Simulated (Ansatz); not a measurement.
Crystal: Zr.

```
Zr
1.0
     0.00000    2.25500    2.25500
     2.25500    0.00000    2.25500
     2.25500    2.25500    0.00000
Zr
1
Cartesian
  0.0000 0.0000 0.0000
```

This isn't the form of Zr at room conditions, which is hcp.

- Program: Ansatz 0.2.0
- Task: relaxation of cell and atoms
- Functional: PBEsol
- Potentials or basis: all-electron LAPW, scalar-relativistic
- Basis error allowed: 0.0005 eV/atom
- k mesh: 10 × 10 × 10
- Occupations: gaussian, width 0.1 eV
- Spin: collinear spin, random start
- Starting moments: [-0.45] μB

At the start: volume 22.93 Å³/atom.

How do energy, volume and symmetry change on relaxing?

Over 5 steps the energy falls by 5.6 meV/atom and the volume is 22.27 Å³/atom (-2.9 %); space group Fm-3m (No. 225, to 0.05 Å); moment 0.00 μB per cell.

The path:
```tsv
step	energy change (eV)	largest force (eV/Å)	volume (Å³)
1	0.0000	0.0000	22.93
2	-0.0011	0.0000	21.70
3	-0.0055	0.0000	22.29
4	-0.0056	0.0000	22.27
5	-0.0056	0.0000	22.27
```

Final structure:
```
Zr
1.0
     0.00000    2.23311    2.23311
     2.23311    0.00000    2.23311
     2.23311    2.23311    0.00000
Zr
1
Direct
  0.00000 0.00000 0.00000
```

Caveat: the starting moments weren't kept.
